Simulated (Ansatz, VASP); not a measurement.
# AlN: VASP beside Ansatz, part 2 of 2

Aim: how closely do two programs agree when they are given the same cell, functional and k mesh? The cell is taken from a series of VASP runs on this material, whose earlier steps may have relaxed, scaled or displaced it; both programs get it as it stands.

VASP 6.6.1 and Ansatz 0.2.0.

So far. Step 2 (VASP: band structure, r2SCAN with rVV10): The run ends at a pressure of -0.10 GPa.

## (5) Ansatz: single point, r2SCAN with rVV10

Level of this step: Ansatz beside VASP: Kohn-Sham DFT, plane waves, r2SCAN with rVV10 (Ansatz).

With cell and atoms fixed, the geometry can't cause a difference; cores, projectors, grids and the points listed under the comparison can.

The cell is taken from a series of VASP runs on this material, whose earlier steps may have relaxed, scaled or displaced it; both programs get it as it stands.

input.yaml

```yaml
crystal:
  lattice:
    - [0.0, 2.1814649711, 2.1814649711]
    - [2.1814649711, 0.0, 2.1814649711]
    - [2.1814649711, 2.1814649711, 0.0]
  atoms:
    - { symbol: Al, position: [0.0, 0.0, 0.0] }
    - { symbol: "N", position: [0.75, 0.75, 0.75] }
hamiltonian:
  xc: r2scan
  pseudopotentials: { kind: paw }
  dispersion: rvv10
kpoints:
  mp_grid: { grid: [15, 15, 15] }
scf:
  occupations: { method: tetrahedron }
output:
  forces: true
  stress: true
  write_density: true
  write_potential: true
  elf: true
  volumetric_format: npy
```

On the command line:

```console
> ansatz run input.yaml --threads 2 --pin off --max-ram 4608MiB --backend cpu --events-out ev --progress --plain --runs-dir out
```

Numbers of over 12 decimals in the logs are rounded to 6 here.

The log of the run:

```text
Warning: output.forces, output.stress, relax.cell or npt_langevin: where a Kohn–Sham band that disperses or a degenerate level is filled in part under the method tetrahedron, the forces or the stress that this run publishes need not agree with its energy (scf.occupations.method in the input reference, under Limitations); prefer a smearing scheme for the forces or the stress
[...]
Free energy (F): -927.807867 eV
[...]
Internal energy: -927.807867 eV  (E = F + TS)
E sigma→0 (E₀):  -927.807867 eV
Fermi energy:    6.731913 eV
[...]
--- Stress (GPa, compression-positive) ---
        0.263837      -0.000000      -0.000000
       -0.000000       0.263837       0.000000
       -0.000000       0.000000       0.263837
  P = ⅓ Tr σ = 0.2638 GPa (2.638 kbar)
--- Band table (eV; the first three rows and the last of 120) ---
[...]
[key lines of the parts left out:]
SCF converged after 7 iterations
```

Elapsed: 6.6 s, on 2 threads of Arm Neoverse N1, shared host; peak memory 0.4 GiB; 12 s of CPU time.

The run ends at a pressure of 0.26 GPa.

## (6) VASP: single point, r2SCAN with rVV10

The same cell, functional, mesh and smearing now go to VASP, with its own data sets and cutoff.

INCAR

```
SYSTEM = AlN
PREC = Accurate
ENCUT = 520
EDIFF = 1E-06
NELM = 100
ISMEAR = -5
SIGMA = 0.05
LREAL = .FALSE.
ALGO = Normal
METAGGA = R2SCAN
LUSE_VDW = .TRUE.
IVDW_NL = 2
BPARAM = 11.95
CPARAM = 0.0093
LASPH = .TRUE.
NBANDS = 16
LORBIT = 11
LWAVE = .FALSE.
LCHARG = .FALSE.
KPAR = 2
NEDOS = 2001
```

POSCAR

```
AlN
1.0
    0.0000000000      2.1814649711      2.1814649711
    2.1814649711      0.0000000000      2.1814649711
    2.1814649711      2.1814649711      0.0000000000
Al N
1 1
Direct
    0.0000000000      0.0000000000      0.0000000000
    0.7500000000      0.7500000000      0.7500000000
```

KPOINTS

```
Automatic mesh
0
Gamma
15 15 15
0 0 0
```

PAW data sets: Al and N (PBE family, release 64).

On the command line:

```console
> mpirun -np 2 vasp_std
```

The log of the run:

```text
[banner, memory and clock lines left out]
running    2 mpi-ranks, on    1 nodes
[...]
[... a notice as in an earlier step ...]

 [... a notice as in an earlier step ...]

 LDA part: xc-table for (None), standard interpolation
 POSCAR, INCAR and KPOINTS ok, starting setup
[...]
entering main loop
       N       E                     dE             d eps       ncg     rms          rms(c)
Total rVV10 correction in eV:      0.1451662    10.1915993
Total rVV10 correction in eV:      0.1451662    10.1915993
DAV:   1     0.633646607209E+01    0.63365E+01   -0.36377E+03  3848   0.428E+02
DAV:   2    -0.225335975690E+02   -0.28870E+02   -0.27867E+02  5280   0.119E+02
DAV:   3    -0.233078606595E+02   -0.77426E+00   -0.77376E+00  4864   0.167E+01
DAV:   4    -0.233124909403E+02   -0.46303E-02   -0.46302E-02  5184   0.142E+00
DAV:   5    -0.233125474008E+02   -0.56460E-04   -0.56460E-04  4880   0.141E-01    0.886E+00
Total rVV10 correction in eV:      0.1685310    10.1915993
Total rVV10 correction in eV:      0.1685310    10.1915993
[...]
Total rVV10 correction in eV:      0.1855405    10.1915993
Total rVV10 correction in eV:      0.1855405    10.1915993
DAV:  10    -0.189936013673E+02   -0.15133E-03   -0.73181E-04  4680   0.158E-01    0.190E-02
Total rVV10 correction in eV:      0.1855863    10.1915993
Total rVV10 correction in eV:      0.1855863    10.1915993
DAV:  11    -0.189936113455E+02   -0.99782E-05   -0.68911E-06  5472   0.181E-02    0.154E-02
Total rVV10 correction in eV:      0.1856133    10.1915993
Total rVV10 correction in eV:      0.1856133    10.1915993
DAV:  12    -0.189936103051E+02    0.10404E-05   -0.12666E-06  4096   0.599E-03    0.486E-03
Total rVV10 correction in eV:      0.1856310    10.1915993
Total rVV10 correction in eV:      0.1856310    10.1915993
DAV:  13    -0.189936087232E+02    0.15819E-05   -0.55007E-07  2912   0.390E-03    0.111E-03
Total rVV10 correction in eV:      0.1856296    10.1915993
Total rVV10 correction in eV:      0.1856296    10.1915993
DAV:  14    -0.189936087220E+02    0.12042E-08   -0.24982E-08  2208   0.142E-03
Total rVV10 correction in eV:      0.1856292    10.1915993
Total rVV10 correction in eV:      0.1856292    10.1915993
Total rVV10 correction in eV:      0.1856287    10.1915993
Total rVV10 correction in eV:      0.1856287    10.1915993
   1 F= -.18993609E+02 E0= -.18993609E+02  d E =0.000000E+00
```

From OUTCAR (step 6):

```text
  Total       -0.0096621     -0.0096621     -0.0096621     -0.0000000      0.0000000      0.0000000
  in kB       -0.7455990     -0.7455990     -0.7455990     -0.0000000      0.0000000      0.0000000
  external PRESSURE =      -0.7455990 kB  Pullay stress =       0.0000000 kB

 POSITION                                       TOTAL-FORCE (eV/Angst)
 -----------------------------------------------------------------------------------
      0.00000      0.00000      0.00000        -0.000000      0.000000     -0.000000
      3.27220      3.27220      3.27220         0.000000     -0.000000      0.000000
 -----------------------------------------------------------------------------------
    total drift:                                0.000001      0.000001      0.000001

  FREE ENERGIE OF THE ION-ELECTRON SYSTEM (eV)
  ---------------------------------------------------
  free  energy   TOTEN  =       -18.9936087220 eV

  energy  without entropy=      -18.9936087220  energy(sigma->0) =      -18.99360872

[... 1 part as in an earlier step ...]

[... 2 further parts left out ...]
[key lines of the parts left out:]
E-fermi :   5.7195
```

The run ends at a pressure of -0.07 GPa.

## (7) Side by side

Compared:

| quantity | Ansatz | VASP | difference |
| --- | --- | --- | --- |
| pressure (GPa) | 0.26 | -0.07 | +0.34 |
| gap on the k mesh (eV) | 3.970 | 3.963 | +0.007 |

A gap on the mesh is an upper bound, since the band edges may lie between its points.

## (8) Outcome

| Property | Result |
| --- | --- |
| difference in gap over the path points (band structure, r2SCAN with rVV10) | 0.0077 eV |
| difference in gap on the k mesh (single point, r2SCAN with rVV10) | 0.0075 eV |

The difference in gap over the path points is 0.0077 eV (band structure, r2SCAN with rVV10), within the 0.08 eV picked in this series as the mark of a large difference. 2 further runs of this series are not shown here. Such differences can come from data sets, numerical settings and the points named under the comparisons, not from the functional's error against experiment.

[Lines on the potential files, build, host, timing and source positions are cut from VASP's logs without a mark.]

[Logs are printed without paths, hosts, clocks, repeated set-up lines and the standing remarks that a program may print on its own settings, such as how far it seeks lower states.]

[Hosts, paths, dates, database ids (printed as entryN), source tags and the programs' standing remarks are cut or masked in the printed files.]
